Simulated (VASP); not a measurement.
A run of VASP 6.6.1:

Contents of INCAR:

```
SYSTEM = C
ALGO     = Normal         ! electronic algorithm
EDIFF    = 1E-8           ! SCF threshold, eV
ENCUT    = 600            ! plane-wave cutoff, eV
GGA      = CA             ! functional
IBRION   = 8              ! ionic algorithm
ISIF     = 2              ! what is computed and relaxed
ISMEAR   = 0              ! smearing method
LASPH    = .TRUE.         ! aspherical terms in the spheres
LCHARG   = .FALSE.        ! write CHGCAR
LEPSILON = .TRUE.         ! dielectric tensor by DFPT
LREAL    = .FALSE.        ! projectors in reciprocal space
LWAVE    = .FALSE.        ! write WAVECAR
NELM     = 80             ! most SCF steps
NSW      = 1              ! ionic steps
PREC     = Accurate       ! precision mode
SIGMA    = 0.02           ! smearing width, eV
```

File KPOINTS:

```
k-points
0
G
  4 4 4
  0 0 0
```

File POSCAR:

```
C
1.0
    0.0000000000      1.7669600000      1.7669600000
    1.7669600000      0.0000000000      1.7669600000
    1.7669600000      1.7669600000      0.0000000000
C
2
Direct
    0.5000000000      0.5000000000      0.5000000000
    0.7500000000      0.7500000000      0.7500000000
```

Potentials or basis: VASP PAW LDA potentials, release 64 (C).

Run with:

```console
$ cat potpaw_LDA.64/C/POTCAR > POTCAR
$ mpirun -np 1 vasp_std > vasp.out
```

Hardware: 1 thread of Intel(R) Xeon(R) Platinum 8488C (Sapphire Rapids), with other jobs on the host.

How long does it take, and how much memory?

Wall time 7.5 s on 1 thread of Intel(R) Xeon(R) Platinum 8488C (Sapphire Rapids), on a shared host, peak memory 0.11 GiB. Counts: scf iterations 102, k points 8.
